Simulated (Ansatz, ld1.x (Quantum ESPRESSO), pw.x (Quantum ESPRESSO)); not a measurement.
**Sr: one change to the TM potential, in the atom and in the bcc crystal**

strontium (Sr), norm-conserving Troullier–Martins (Kleinman–Bylander form), made with ld1.x (Quantum ESPRESSO) 7.5 (PBE, scalar-relativistic). Core [Kr], reference 4d0 5s1 5p1. Waves: 5s (bound): rc 3.75 bohr; 4d (bound, empty): rc 2.05 bohr; 5p (bound): rc 4.20 bohr. Local part: the p channel. Core correction: none.

Change: all radii scaled by about 1.27 (s 4.76, p 5.34, d 2.60 bohr).

Cutoffs, loose and tight: the cutoffs (Ry, on a coarse ladder) from which the occupation-weighted sum of valence levels, in a spherical-Bessel basis at the reference potential, stays within 10 and 1 mRy of its value at 400 Ry. They do not see the model core or the augmentation charge, which bear on the density cutoff. Test errors are all-electron minus pseudo excitation energies from the reference, over the configurations 4d0 5s2 5p0; 4d0 5s1 5p0; 4d0 5s1.5 5p0; 4d0 5s0 5p2; 4d1 5s1 5p0; 4d0.5 5s1.5 5p0; 4d1 5s0 5p0; variants that change the core or the reference have their own tests.

Crystal test: bcc Sr in pw.x 7.5, no spin, 10³ k-points, Fermi–Dirac smearing 0.01 Ry, cutoffs set for each file from its atomic test. The reference is all-electron LAPW (Ansatz 0.2.0) with the same functional, mesh and smearing; V0 and B0 come from Birch–Murnaghan fits to the pressures at five volumes. Errors are pseudo minus all-electron; Δ is the rms difference of the E(V) curves that follow from these fits, minima aligned, over ±6 % about the mean V0. Mesh and smearing are coarse, so the numbers serve the comparison and aren't converged zero-temperature values; the lattice is a test structure that the element need not adopt.

All-electron: a0 = 4.780 Å (V0 = 54.61 Å³/atom), B0 = 11.4 GPa.

Problem. Does the change bring the crystal closer to the all-electron result?

Solution. The mean pressure error goes from -0.60 to -0.37 GPa, so the change moves the solid closer to the all-electron pressures.

| quantity | base | changed |
| --- | --- | --- |
| outcome (atom) | generated | generated |
| cutoff, loose (atom) | 6 Ry | 6 Ry |
| cutoff, tight (atom) | 6 Ry | 6 Ry |
| bound ghosts (atom) | none | none |
| largest test error (meV) (atom) | +652 | +238 over the solved tests; 1 of 7 tests not solved or not reliable |
| cutoffs in pw.x (Ry) | 35/140 | 35/140 |
| a0 (Å) | – | 4.725 |
| a0 error (%) | – | -1.16 |
| B0 error (%) | – | -3.1 |
| Δ (meV/atom) | – | 4.6 |
| mean pressure error (GPa) | -0.60 | -0.37 |

A dash: not determined, or the minimum lies outside the volumes sampled.

Base: The largest radius (4.20 bohr) exceeds half the bond length (3.91 bohr), so the spheres overlap, which is one possible source of error among others. This is a poor potential for the solid. The logarithmic derivative shows an extra or strongly shifted pseudo pole above the reference energy (s near 1.29 Ry). The cutoffs count occupied waves only; the empty 4d level needs 18 Ry at the loose tolerance. Changed file: The largest radius (5.34 bohr) exceeds half the bond length (3.91 bohr), so the spheres overlap, which is one possible source of error among others. This is a poor potential for the solid. Atomic configuration tests: 1 of 7 tests not solved or not reliable. The cutoffs count occupied waves only; the empty 4d level needs 15 Ry at the loose tolerance. The atomic cutoffs weigh occupied waves only.
